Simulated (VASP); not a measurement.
Set up this calculation in VASP 6.6.1, as the native input.

| Property | Result |
| --- | --- |
| Task | single point |
| Functional | PBE |
| Potentials or basis | VASP PAW PBE potentials, release 64 (Cl) |
| Cutoff | 520 eV |
| k mesh | 1 × 1 × 1 |
| Occupations | fermi-dirac, width 0.02 eV |
| Spin | no spin polarisation |
| Dipole correction | no |
| Further INCAR settings | LREAL = Auto; ALGO = Normal; EDIFF = 1e-07; NBANDS = 86 |

The structure of Cl lies in POSCAR:

```
Cl
1.0
    8.7720530000      0.0000000000      0.0000000000
    0.0000000000      8.7720530000      0.0000000000
    0.0000000000      0.0000000000      8.7720530000
Cl
20
Direct
    0.1042516096      0.2318389636     -0.0931089378
   -0.0505712720      0.3714516707      0.0025634041
    0.6408705900      0.0240010604      0.8707236040
    0.5716080868      0.2399299230      0.8234353564
    0.3093367113      0.5491750143      0.4623673653
    0.1715420135      0.3672933607      0.4165471711
    0.7493285654      0.6518321894      0.6981375000
    0.9784318346      0.6524957884      0.6680467231
    0.3582846951      0.5414872942      1.0369197424
    0.3607083490      0.5424920359      0.8035629226
    0.9663224121      0.1414128595      0.3300932189
    0.9502168721     -0.0156820739      0.4965698111
    0.3513692239      0.9178087170      0.5655315336
    0.3592705869      0.9379773110      0.3322475317
    0.7337298576      0.6825265960      0.2910137290
    0.7584163293      0.6828828959      0.0599602758
    0.5902480927      0.2625079958      0.2204175942
    0.5999591006      0.2565453499      0.4516817406
    0.1035886735      0.8499399712      0.0135288211
    0.3192603681      0.9242151769     -0.0313803072
```

The cell was built by a generator and needn't be a form met in nature.

One way to write it, as run:

INCAR

```
  PREC = Accurate
  ENCUT = 520
  EDIFF = 1E-7
  ISMEAR = -1
  SIGMA = 0.02
  LREAL = Auto
  LASPH = True
  NELM = 60
  ALGO = Normal
  ISIF = 2
  LWAVE = False
  LCHARG = True
  GGA = PE
  LELF = True
  LVHAR = True
  NBANDS = 86
```

KPOINTS

```
regular mesh
0
Gamma
  1 1 1
```

Potentials or basis: VASP PAW PBE potentials, release 64 (Cl).

Run with:

```bash
$ cat potpaw_PBE.64/Cl/POTCAR > POTCAR
$ mpirun -np 1 vasp_gam > vasp.out
```

Results of the run:

```json
{
  "Pressure": "-0.5 GPa",
  "Largest force": "0.458 eV/Å",
  "Band gap on the k mesh": "2.13 eV, direct"
}
```

It took 2 min on 1 thread of Intel(R) Xeon(R) Platinum 8488C (Sapphire Rapids), with other jobs on the host, peak memory 0.64 GiB.
